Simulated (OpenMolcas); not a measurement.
**C2H2Cl2 (cis-1,2-Dichloroethene): methods side by side**

C2H2Cl2: 6 atoms, total charge 0, spin state singlet. As SMILES, `Cl/C=C\Cl`. The shape is that of a PBE0-D4/def2-TZVP optimisation.

```jsonl
{"atom": "Cl", "x (Å)": "0.7154", "y (Å)": "-1.8746", "z (Å)": "-0.4482"}
{"atom": "C", "x (Å)": "0.6418", "y (Å)": "-0.2234", "z (Å)": "-0.0289"}
{"atom": "C", "x (Å)": "-0.4756", "y (Å)": "0.4757", "z (Å)": "0.1008"}
{"atom": "Cl", "x (Å)": "-2.0467", "y (Å)": "-0.1465", "z (Å)": "-0.1276"}
{"atom": "H", "x (Å)": "1.6029", "y (Å)": "0.2461", "z (Å)": "0.1336"}
{"atom": "H", "x (Å)": "-0.4377", "y (Å)": "1.5228", "z (Å)": "0.3703"}
```

Quantity: the dipole moment, in D. The values are calculated.

```csv
level,kind,program,value (D),CPU time
BLYP/6-311+G**,GGA,OpenMolcas,1.73,44 s
PBE/6-311+G**,GGA,OpenMolcas,1.74,46 s
M06-L/6-311+G**,meta-GGA,OpenMolcas,1.73,51 s
TPSS/6-311+G**,meta-GGA,OpenMolcas,?,61 s
r2SCAN/6-311+G**,meta-GGA,OpenMolcas,?,54 s
B3LYP/6-311+G**,global hybrid,OpenMolcas,1.86,41 s
M06-2X/6-311+G**,hybrid meta-GGA,OpenMolcas,1.96,49 s
PBE0/6-311+G**,global hybrid,OpenMolcas,1.89,40 s
```

Problem. Estimate what the levels marked ? give.

Solution. As computed at these levels: TPSS/6-311+G**: 1.82 D; r2SCAN/6-311+G**: 1.85 D. Measured: 1.90 D (NIST CCCBDB). Nearest: PBE0/6-311+G** (-0.01 D); farthest: M06-L/6-311+G** (-0.17 D). The measured dipole is a vibrational average, so differences of a few hundredths of a debye mean little. Computed less measured by kind, in D (6-311+G** rows): GGA -0.17 to -0.16; meta-GGA -0.17 to -0.05; global hybrid -0.04 to +0.06. CPU times are rough (shared hosts, several kinds of processor): they show what a rung costs within a factor of a few.
